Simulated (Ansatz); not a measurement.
## InN: uniaxial strain ε_yy = +1.62 %

Start from InN in the zinc blende structure (space group F-43m, No. 216; a = 4.9999 Å). Axes: x, y, z lie along the cube axes.

Now apply this change: uniaxial strain ε_yy = +1.62 %, all other strain components held at zero; the atoms relax in the strained cell.

Calculations: r2SCAN (Ansatz, a quantum-chemistry and plane-wave program), no spin-orbit coupling, earlier PAW set. k-mesh 11×11×11 (Γ-centred); smearing 0.05 eV (Fermi–Dirac).

The volume per atom grows by 0.253 Å³ (15.62 Å³ → 15.88 Å³) and the space group goes from F-43m (No. 216) to I-4m2 (No. 119). The shortest interatomic distance increases by 0.012 Å (2.165 Å → 2.177 Å) and the energy grows by 2.3 meV/atom. The pressure (mean of the normal stresses, compression positive) goes from zero to -2.2 GPa and the band gap stays zero. The stress (xx, yy, zz, yz, xz, xy; compression positive) amounts to (-1.8, -2.8, -1.8, 0.0, 0.0, 0.0) GPa (rough).

Final structure:

```yaml
crystal:
  lattice:
    - [0.00000, 2.54045, 2.49995]
    - [2.49995, 0.00000, 2.49995]
    - [2.49995, 2.54045, 0.00000]
  atoms:
    - { symbol: N, position: [0.75000, 0.75000, 0.75000] }
    - { symbol: In, position: [0.00000, 0.00000, 0.00000] }
```

Cost of the whole job for the changed cell (relaxation, final SCF and bands): about 30 core-seconds (a rough figure).

The mesh was chosen for an insulator and is coarse for the gapless case. Without a gap, meshes like the base's 11×11×11 leave anisotropic stresses uncertain by several tenths of a GPa, and small strain energies with them. Whether these cells are dynamically stable was not tested. All final runs are without spin polarisation. This is not the structure that InN has at room temperature and ambient pressure. A zero or small gap of InN can be the functional's error rather than a property of the material.
